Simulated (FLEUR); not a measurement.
# Ge (Cmcm) in FLEUR: settings compared, part 2 of 2

FLEUR MaX-R8.1 (later development tree). The steps go on from the part before.

**4. Band structure, r2SCAN**

inp.xml

```xml
<?xml version="1.0" encoding="UTF-8" standalone="no"?>
<fleurInput fleurInputVersion="0.39">
   <comment>
      Ge                                                                                                  
   </comment>
   <calculationSetup>
      <cutoffs Kmax="4.1" Gmax="12.7" GmaxXC="12.7" numbands="0"/>
      <scfLoop itmax="80" minDistance="0.0001" maxIterBroyd="30" imix="Anderson" alpha="0.05" precondParam="0.0" spinf="2.0" sdNocoIR="T"/>
      <coreElectrons ctail="F" frcor="F" kcrel="0" coretail_lmax="0"/>
      <xcFunctional name="LibXC" relativisticCorrections="F">
         <LibXCName exchange="mgga_x_r2scan" correlation="mgga_c_r2scan"/>
         <AuxGGA exchange="117" correlation="130"/>
      </xcFunctional>
      <magnetism jspins="1"/>
      <soc l_soc="F" theta="0.0" phi="0.0" spav="F"/>
      <expertModes spex="0" secvar="F"/>
      <geometryOptimization l_f="F" forcealpha="1.0" forcemix="BFGS" epsdisp="0.00001" epsforce="0.00001"/>
      <ldaU l_linMix="F" mixParam="0.05" spinf="1.0"/>
   </calculationSetup>
   <cell>
      <bzIntegration valenceElectrons="44.0" mode="hist" fermiSmearingEnergy="0.00183747">
         <kPointListSelection listName="default-1"/>
         <!-- k-points included here -->
         <xi:include xmlns:xi="http://www.w3.org/2001/XInclude" href="kpts.xml"> </xi:include>
      </bzIntegration>
      <!-- symmetry operations included here -->
      <xi:include xmlns:xi="http://www.w3.org/2001/XInclude" href="sym.xml"> </xi:include>
      <bulkLattice scale="1.0">
         <bravaisMatrix>
            <row-1>    2.8120124871599446    -4.9032527412451854     0.0000000000000000</row-1>
            <row-2>    2.8120124871599446     4.9032527412451854     0.0000000000000000</row-2>
            <row-3>    0.0000000000000000     0.0000000000000000     8.9338612709119740</row-3>
         </bravaisMatrix>
      </bulkLattice>
   </cell>
   <atomSpecies>
      <species name="Germanium (Ge)" element="Ge" atomicNumber="32">
         <mtSphere radius="2.53" gridPoints="847" logIncrement="0.015"/>
         <atomicCutoffs lmax="10" lnonsphr="10"/>
         <electronConfig flipSpins="F">
            <coreConfig>(1s1/2) (2s1/2) (2p1/2) (2p3/2)</coreConfig>
            <valenceConfig>(3s1/2) (3p1/2) (3p3/2) (4s1/2) (3d3/2) (3d5/2) (4p1/2) (4p3/2)</valenceConfig>
            <stateOccupation state="(4p1/2)" spinUp="0.333333" spinDown="0.333333"/>
            <stateOccupation state="(4p3/2)" spinUp="0.666667" spinDown="0.666667"/>
         </electronConfig>
         <energyParameters s="4" p="4" d="3" f="4"/>
         <lo type="SCLO" l="0" n="3" eDeriv="0"/>
         <lo type="SCLO" l="1" n="3" eDeriv="0"/>
         <lo type="SCLO" l="1" n="3" eDeriv="1"/>
         <lo type="HELO" l="2" n="4" eDeriv="0"/>
         <lo type="HELO" l="2" n="4" eDeriv="1"/>
         <lo type="SCLO" l="3" n="4" eDeriv="2"/>
      </species>
   </atomSpecies>
   <atomGroups>
      <atomGroup species="Germanium (Ge)">
         <relPos label="                   1">.3334466300 -.3334466300 1.000/4.000</relPos>
         <relPos label="                   2">-.3334466300 .3334466300 -1.000/4.000</relPos>
         <force calculate="T" relaxXYZ="TTT"/>
      </atomGroup>
   </atomGroups>
   <output dos="F" band="F" slice="F">
      <checks vchk="F" cdinf="F"/>
      <bandDOS minEnergy="-.5*Htr" maxEnergy="0.5*Htr" sigma="0.015" storeEVData="T"/>
      <vacuumDOS vacdos="F" integ="F" star="F" nstars="0" locx1="0.0" locy1="0.0" locx2="0.0" locy2="0.0" nstm="0" tworkf="0.0"/>
      <unfoldingBand unfoldBand="F" supercellX="1" supercellY="1" supercellZ="1"/>
      <plotting iplot="0" polar="F">
         <plot TwoD="T" vec1="  1.0  0.0  0.0" vec2="  0.0  1.0  0.0" vec3="  0.0  0.0  1.0" zero="  0.0  0.0  0.0" file="plot"/>
      </plotting>
      <chargeDensitySlicing numkpt="0" minEigenval="0.0" maxEigenval="0.0" nnne="0" pallst="F"/>
      <specialOutput eonly="F"/>
      <moessbauerParams electricFieldGradient="T" isomerShift="T" coreHyperfine="T" valenceHyperfine="T"/>
      <magneticCircularDichroism mcd="F" energyLo="-10.0" energyUp="0.0"/>
   </output>
  <!-- We include the file relax.xml here to enable relaxations (see documentation) -->
  <xi:include xmlns:xi="http://www.w3.org/2001/XInclude" href="relax.xml"> <xi:fallback/> </xi:include>
</fleurInput>
```

crystal.txt

```
Ge
&input cartesian=F /
1.4880529250  -2.5946896100  0.0000000000
1.4880529250  2.5946896100  0.0000000000
0.0000000000  0.0000000000  4.7275957900
1.8897261246
1.0 1.0 1.0

2
32 0.3334466300  0.6665533700  0.2500000000
32 0.6665533700  0.3334466300  0.7500000000

&kpt div1=10 div2=10 div3=6 gamma=T /
```

inp.xml (bands)

```
<?xml version="1.0" encoding="UTF-8" standalone="no"?>
<fleurInput fleurInputVersion="0.39">
   <comment>
      Ge                                                                                                  
   </comment>
   <calculationSetup>
      <cutoffs Kmax="4.1" Gmax="12.7" GmaxXC="12.7" numbands="0"/>
      <scfLoop itmax="80" minDistance="0.0001" maxIterBroyd="30" imix="Anderson" alpha="0.05" precondParam="0.0" spinf="2.0" sdNocoIR="T"/>
      <coreElectrons ctail="F" frcor="F" kcrel="0" coretail_lmax="0"/>
      <xcFunctional name="LibXC" relativisticCorrections="F">
         <LibXCName exchange="mgga_x_r2scan" correlation="mgga_c_r2scan"/>
         <AuxGGA exchange="117" correlation="130"/>
      </xcFunctional>
      <magnetism jspins="1"/>
      <soc l_soc="F" theta="0.0" phi="0.0" spav="F"/>
      <expertModes spex="0" secvar="F"/>
      <geometryOptimization l_f="F" forcealpha="1.0" forcemix="BFGS" epsdisp="0.00001" epsforce="0.00001"/>
      <ldaU l_linMix="F" mixParam="0.05" spinf="1.0"/>
   </calculationSetup>
   <cell>
      <bzIntegration valenceElectrons="44.0" mode="hist" fermiSmearingEnergy="0.00183747">
         <kPointListSelection listName="path-1"/>
         <!-- k-points included here -->
         <xi:include xmlns:xi="http://www.w3.org/2001/XInclude" href="kpts.xml"> </xi:include>
      </bzIntegration>
      <!-- symmetry operations included here -->
      <xi:include xmlns:xi="http://www.w3.org/2001/XInclude" href="sym.xml"> </xi:include>
      <bulkLattice scale="1.0">
         <bravaisMatrix>
            <row-1>    2.8120124871599446    -4.9032527412451854     0.0000000000000000</row-1>
            <row-2>    2.8120124871599446     4.9032527412451854     0.0000000000000000</row-2>
            <row-3>    0.0000000000000000     0.0000000000000000     8.9338612709119740</row-3>
         </bravaisMatrix>
      </bulkLattice>
   </cell>
   <atomSpecies>
      <species name="Germanium (Ge)" element="Ge" atomicNumber="32">
         <mtSphere radius="2.53" gridPoints="847" logIncrement="0.015"/>
         <atomicCutoffs lmax="10" lnonsphr="10"/>
         <electronConfig flipSpins="F">
            <coreConfig>(1s1/2) (2s1/2) (2p1/2) (2p3/2)</coreConfig>
            <valenceConfig>(3s1/2) (3p1/2) (3p3/2) (4s1/2) (3d3/2) (3d5/2) (4p1/2) (4p3/2)</valenceConfig>
            <stateOccupation state="(4p1/2)" spinUp="0.333333" spinDown="0.333333"/>
            <stateOccupation state="(4p3/2)" spinUp="0.666667" spinDown="0.666667"/>
         </electronConfig>
         <energyParameters s="4" p="4" d="3" f="4"/>
         <lo type="SCLO" l="0" n="3" eDeriv="0"/>
         <lo type="SCLO" l="1" n="3" eDeriv="0"/>
         <lo type="SCLO" l="1" n="3" eDeriv="1"/>
         <lo type="HELO" l="2" n="4" eDeriv="0"/>
         <lo type="HELO" l="2" n="4" eDeriv="1"/>
         <lo type="SCLO" l="3" n="4" eDeriv="2"/>
      </species>
   </atomSpecies>
   <atomGroups>
      <atomGroup species="Germanium (Ge)">
         <relPos label="                   1">.3334466300 -.3334466300 1.000/4.000</relPos>
         <relPos label="                   2">-.3334466300 .3334466300 -1.000/4.000</relPos>
         <force calculate="T" relaxXYZ="TTT"/>
      </atomGroup>
   </atomGroups>
   <output dos="F" band="T" slice="F">
      <checks vchk="F" cdinf="F"/>
      <bandDOS minEnergy="-.5*Htr" maxEnergy="0.5*Htr" sigma="0.015" storeEVData="T"/>
      <vacuumDOS vacdos="F" integ="F" star="F" nstars="0" locx1="0.0" locy1="0.0" locx2="0.0" locy2="0.0" nstm="0" tworkf="0.0"/>
      <unfoldingBand unfoldBand="F" supercellX="1" supercellY="1" supercellZ="1"/>
      <plotting iplot="0" polar="F">
         <plot TwoD="T" vec1="  1.0  0.0  0.0" vec2="  0.0  1.0  0.0" vec3="  0.0  0.0  1.0" zero="  0.0  0.0  0.0" file="plot"/>
      </plotting>
      <chargeDensitySlicing numkpt="0" minEigenval="0.0" maxEigenval="0.0" nnne="0" pallst="F"/>
      <specialOutput eonly="F"/>
      <moessbauerParams electricFieldGradient="T" isomerShift="T" coreHyperfine="T" valenceHyperfine="T"/>
      <magneticCircularDichroism mcd="F" energyLo="-10.0" energyUp="0.0"/>
   </output>
  <!-- We include the file relax.xml here to enable relaxations (see documentation) -->
  <xi:include xmlns:xi="http://www.w3.org/2001/XInclude" href="relax.xml"> <xi:fallback/> </xi:include>
</fleurInput>
```

On the command line:

```console
$ inpgen -f crystal.txt -profile fastHighL
$ # inp.xml edited to the form shown
$ fleur_MPI
$ fleur_MPI   # second run, on inp.xml (bands)
```

Wall time 93 s (1 thread of Arm Neoverse V2, shared host); peak memory 0.1 GiB.

It converged, with:

| Quantity | Value |
| --- | --- |
| Free energy | -114247.2634 eV |
| Band gap along the path | none (metal or under the smearing width) |
| Valence electrons inside the program's atomic spheres | Ge 20.70 (radii Ge 2.53 bohr) |

Levels at the corners of the path, in eV from the Fermi level:
```
point  band 19  band 20  band 21  band 22  band 23  band 24  band 25  band 26
    Γ   -14.05    -7.77    -5.84     6.99     7.12     9.20     9.33    10.74
    X    -7.00    -6.98    -4.23     0.08     0.10     1.00     1.01     1.02
    S    -8.82    -7.41    -2.24    -1.33    -0.98     1.59     2.57     6.87
    R    -7.25    -7.25    -5.21    -5.21     4.33     4.33     5.41     5.41
    A    -6.03    -6.03    -3.89    -3.89    -2.48    -2.48     7.14     7.14
    Z   -12.28   -12.28     2.05     2.05     8.22     8.22     8.34     8.34
    Γ   -14.05    -7.77    -5.84     6.99     7.12     9.20     9.33    10.74
    Y    -8.89    -7.45    -2.29    -1.36    -1.05     1.56     2.74     7.02
   X1    -7.00    -6.98    -4.23     0.08     0.10     1.00     1.01     1.02
   A1    -6.03    -6.03    -3.89    -3.89    -2.48    -2.48     7.14     7.14
    T    -7.33    -7.33    -5.23    -5.23     4.50     4.50     5.43     5.43
    Y    -8.89    -7.45    -2.29    -1.36    -1.05     1.56     2.74     7.02
    Z   -12.28   -12.28     2.05     2.05     8.22     8.22     8.34     8.34
    T    -7.33    -7.33    -5.23    -5.23     4.50     4.50     5.43     5.43
```

Core levels (eV from the Fermi level):
```tsv
atom	levels
1 Ge	1s1/2 -10953.9, 2s1/2 -1366.1, 2p1/2 -1214.2, 2p3/2 -1182.4
2 Ge	1s1/2 -10953.9, 2s1/2 -1366.1, 2p1/2 -1214.2, 2p3/2 -1182.4
```

Caveat: the meta-GGA is that of a development version, with a GGA for the radial functions and cores and without core tails.

**5. Band structure, SCAN**

inp.xml: that of step 4 with these lines changed.

```diff
@@ -10,3 +10,3 @@
       <xcFunctional name="LibXC" relativisticCorrections="F">
-         <LibXCName exchange="mgga_x_r2scan" correlation="mgga_c_r2scan"/>
+         <LibXCName exchange="mgga_x_scan" correlation="mgga_c_scan"/>
          <AuxGGA exchange="117" correlation="130"/>
```

crystal.txt is that of step 4.

inp.xml (bands): that of step 4 with these lines changed.

```diff
@@ -10,3 +10,3 @@
       <xcFunctional name="LibXC" relativisticCorrections="F">
-         <LibXCName exchange="mgga_x_r2scan" correlation="mgga_c_r2scan"/>
+         <LibXCName exchange="mgga_x_scan" correlation="mgga_c_scan"/>
          <AuxGGA exchange="117" correlation="130"/>
```

On the command line:

```console
$ inpgen -f crystal.txt -profile fastHighL
$ # inp.xml edited to the form shown
$ fleur_MPI
$ fleur_MPI   # second run, on inp.xml (bands)
```

Run time: 1.9 min. Hardware: 1 thread of Arm Neoverse V2, shared host; peak memory 0.11 GiB.

The run converged. Its results:

| Property | Result |
| --- | --- |
| Free energy | -114258.2704 eV |
| Band gap along the path | none (metal or under the smearing width) |
| Valence electrons inside the program's atomic spheres | Ge 20.71 (radii Ge 2.53 bohr) |

Levels at the corners of the path, in eV from the Fermi level:
| point | band 20 | band 21 | band 22 | band 23 | band 24 | band 25 |
| --- | --- | --- | --- | --- | --- | --- |
| Γ | -7.81 | -5.84 | 7.01 | 7.13 | 9.24 | 9.37 |
| X | -7.00 | -4.24 | 0.05 | 0.07 | 1.00 | 1.03 |
| S | -7.44 | -2.28 | -1.35 | -0.96 | 1.61 | 2.58 |
| R | -7.28 | -5.23 | -5.23 | 4.34 | 4.34 | 5.43 |
| A | -6.06 | -3.90 | -3.90 | -2.48 | -2.48 | 7.17 |
| Z | -12.32 | 2.05 | 2.05 | 8.24 | 8.24 | 8.36 |
| Γ | -7.81 | -5.84 | 7.01 | 7.13 | 9.24 | 9.37 |
| Y | -7.48 | -2.32 | -1.37 | -1.03 | 1.57 | 2.74 |
| X1 | -7.00 | -4.24 | 0.05 | 0.07 | 1.00 | 1.03 |
| A1 | -6.06 | -3.90 | -3.90 | -2.48 | -2.48 | 7.17 |
| T | -7.36 | -5.25 | -5.25 | 4.51 | 4.51 | 5.45 |
| Y | -7.48 | -2.32 | -1.37 | -1.03 | 1.57 | 2.74 |
| Z | -12.32 | 2.05 | 2.05 | 8.24 | 8.24 | 8.36 |
| T | -7.36 | -5.25 | -5.25 | 4.51 | 4.51 | 5.45 |

Core levels (eV from the Fermi level):
```tsv
atom	levels
1 Ge	1s1/2 -10953.7, 2s1/2 -1366.0, 2p1/2 -1214.1, 2p3/2 -1182.2
2 Ge	1s1/2 -10953.7, 2s1/2 -1366.0, 2p1/2 -1214.1, 2p3/2 -1182.2
```

Caveat: the meta-GGA is that of a development version, with a GGA for the radial functions and cores and without core tails.

**6. Band structure, TPSS**

inp.xml: that of step 5 with these lines changed.

```diff
@@ -10,3 +10,3 @@
       <xcFunctional name="LibXC" relativisticCorrections="F">
-         <LibXCName exchange="mgga_x_scan" correlation="mgga_c_scan"/>
+         <LibXCName exchange="mgga_x_tpss" correlation="mgga_c_tpss"/>
          <AuxGGA exchange="117" correlation="130"/>
```

crystal.txt is that of step 5.

inp.xml (bands): that of step 5 with these lines changed.

```diff
@@ -10,3 +10,3 @@
       <xcFunctional name="LibXC" relativisticCorrections="F">
-         <LibXCName exchange="mgga_x_scan" correlation="mgga_c_scan"/>
+         <LibXCName exchange="mgga_x_tpss" correlation="mgga_c_tpss"/>
          <AuxGGA exchange="117" correlation="130"/>
```

Potentials or basis: all-electron, FLAPW.

On the command line:

```console
$ inpgen -f crystal.txt -profile fastHighL
$ # inp.xml edited to the form shown
$ fleur_MPI
$ fleur_MPI   # second run, on inp.xml (bands)
```

Run time: 94 s. Hardware: 1 thread of Arm Neoverse V2, shared host; peak memory 0.1 GiB.

The run converged. Its results:

| Quantity | Value |
| --- | --- |
| Free energy | -114246.6956 eV |
| Band gap along the path | none (metal or under the smearing width) |
| Valence electrons inside the program's atomic spheres | Ge 20.70 (radii Ge 2.53 bohr) |

Levels at the corners of the path, in eV from the Fermi level:
```tsv
point	band 19	band 20	band 21	band 22	band 23	band 24	band 25	band 26
Γ	-13.43	-7.51	-5.55	6.66	6.78	8.73	8.84	10.18
X	-6.76	-6.74	-4.08	0.01	0.03	1.01	1.02	1.02
S	-8.47	-7.14	-2.27	-1.25	-0.87	1.42	2.46	6.44
R	-7.02	-7.02	-4.94	-4.94	4.13	4.13	5.12	5.12
A	-5.92	-5.92	-3.63	-3.63	-2.40	-2.40	6.78	6.78
Z	-11.74	-11.74	1.90	1.90	7.80	7.80	7.91	7.91
Γ	-13.43	-7.51	-5.55	6.66	6.78	8.73	8.84	10.18
Y	-8.54	-7.19	-2.31	-1.27	-0.93	1.39	2.62	6.58
X1	-6.76	-6.74	-4.08	0.01	0.03	1.01	1.02	1.02
A1	-5.92	-5.92	-3.63	-3.63	-2.40	-2.40	6.78	6.78
T	-7.10	-7.10	-4.97	-4.97	4.29	4.29	5.15	5.15
Y	-8.54	-7.19	-2.31	-1.27	-0.93	1.39	2.62	6.58
Z	-11.74	-11.74	1.90	1.90	7.80	7.80	7.91	7.91
T	-7.10	-7.10	-4.97	-4.97	4.29	4.29	5.15	5.15
```

Core levels (eV from the Fermi level):
```tsv
atom	levels
1 Ge	1s1/2 -10954.8, 2s1/2 -1367.0, 2p1/2 -1215.2, 2p3/2 -1183.3
2 Ge	1s1/2 -10954.8, 2s1/2 -1367.0, 2p1/2 -1215.2, 2p3/2 -1183.3
```

Caveat: the meta-GGA is that of a development version, with a GGA for the radial functions and cores and without core tails.
